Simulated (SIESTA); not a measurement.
PbSe (Clausthalite) under changes of volume

One of the cells (28.671 Å³/atom); the others are scaled copies at fixed shape and fractional positions:

```xyz
2
Lattice="0.0000 3.0606 3.0606 3.0606 0.0000 3.0606 3.0606 3.0606 0.0000" Properties=species:S:1:pos:R:3 pbc="T T T"
Pb    0.0000    0.0000    0.0000
Se    3.0606    3.0606    3.0606
```

| Item | Value |
| --- | --- |
| Program | SIESTA 5.4.2 |
| Functional | xPBE |
| Potentials or basis | PseudoDojo 0.4 standard (PBE files) |
| Basis | DZP (energy shift 0.002 Ry) |
| Grid cutoff | 500 Ry |
| Energy shift | 0.002 Ry |
| k mesh | 8 × 8 × 8 |
| Occupations | fermi-dirac, width 0.05 eV |
| Spin | no spin polarisation |

| volume (Å³/atom) | energy over the lowest point (meV/atom) | pressure (GPa) | gap on the mesh (eV) |
| --- | --- | --- | --- |
| 26.951 | ? | ? | ? |
| 27.524 | 84.49 | 8.1 | 0.28 |
| 28.097 | 58.10 | 6.6 | 0.35 |
| 28.671 | 36.88 | 5.2 | 0.41 |
| 29.244 | 20.23 | 4.1 | 0.47 |
| 29.818 | 8.67 | 2.9 | 0.53 |
| 30.391 | 0.00 | 2.0 | 0.58 |

**Question.** What does the run at 26.951 Å³/atom give?

**Answer.** Energy over the lowest point 116.34 meV/atom; pressure 9.7 GPa; gap on the mesh 0.21 eV.

Worked out: A Birch-Murnaghan fit of order 3 (a polynomial in V^(-2/3)) to the other rows has no minimum within the range. It gives 117.13 meV/atom at 26.951 Å³/atom, against the run's 116.34, and -dE/dV = 10.0 GPa, against 9.7. A straight line through the other rows of the gap, of slope 3.03 eV per unit of ln V (its deformation potential), extrapolates to 0.22 eV, against the run's 0.21.

Energies are extrapolated to zero smearing.

Caveats: semicore shells carry a single zeta, which can move pressures by several GPa and volumes by a few percent; the potentials were made for another functional, which shifts forces and pressure; spin-orbit coupling is left out, which as a rule narrows the gap of such compounds by several tenths of an eV; the basis of atomic orbitals isn't converged, which shifts pressures, moduli and gaps.

A mesh can miss the band edges.
